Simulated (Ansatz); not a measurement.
# CuI: the cost of one run

Method: DFT PBE, scalar-relativistic, plane waves, PAW, in Ansatz 0.2.0.

The COD entry's cell or inner coordinates are ideal or old and differ from later refinements, so a difference from it is no clean test against experiment.

2 further runs of the same task are left out: 2 set aside as unsound or not needed.

## (1) The structure to begin with

Symmetry: F-43m, No. 216, cubic system. The conventional cell has a = 6.078 Å, b = 6.078 Å, c = 6.078 Å, α = 90.00°, β = 90.00°, γ = 90.00°. Around Cu (site symmetry -43m) lie 4 I at 2.63 Å. I (site symmetry -43m) is surrounded by 4 Cu at 2.63 Å.

Structure file:

```
Cu I
1.0
     0.00000    3.03900    3.03900
     3.03900    0.00000    3.03900
     3.03900    3.03900    0.00000
Cu I
1 1
Direct
  0.25000 0.25000 0.25000
  0.00000 0.00000 0.00000
```

It is the result of an earlier relaxation at this level (volume 28.07 Å³/atom; gap on the mesh: 1.10 eV).

## (2) The bulk in the plane's own cell

To let mesh errors cancel, the bulk is computed in a cell built on the (001) plane.

File input.yaml:

```yaml
crystal:
  lattice:
    - [4.2977998338, 0.0, 0.0]
    - [0.0, 4.2977998338, 0.0]
    - [0.0, 0.0, 6.0780068134]
  atoms:
    - { symbol: I, position: [0.0, 0.0, 0.0] }
    - { symbol: Cu, position: [0.0, 0.5, 0.25] }
    - { symbol: I, position: [0.5, 0.5, 0.5] }
    - { symbol: Cu, position: [0.5, 0.0, 0.75] }
basis:
  ecutwfc: 420
kpoints:
  mp_grid: { grid: [6, 6, 6] }
hamiltonian:
  xc: pbe
scf:
  occupations: { method: gaussian, width: 0.05 }
output:
  forces: true
  stress: true
  eigenvalues: true
```

Launch:

```console
> ansatz run input.yaml --threads 2 --pin off --max-ram 5120MiB --backend cpu --events-out ev --progress --plain --runs-dir out
```

Q: Estimate wall time and peak memory on 2 threads of Arm Neoverse V1, shared host.

About 11 s, with a peak of 0.42 GiB.
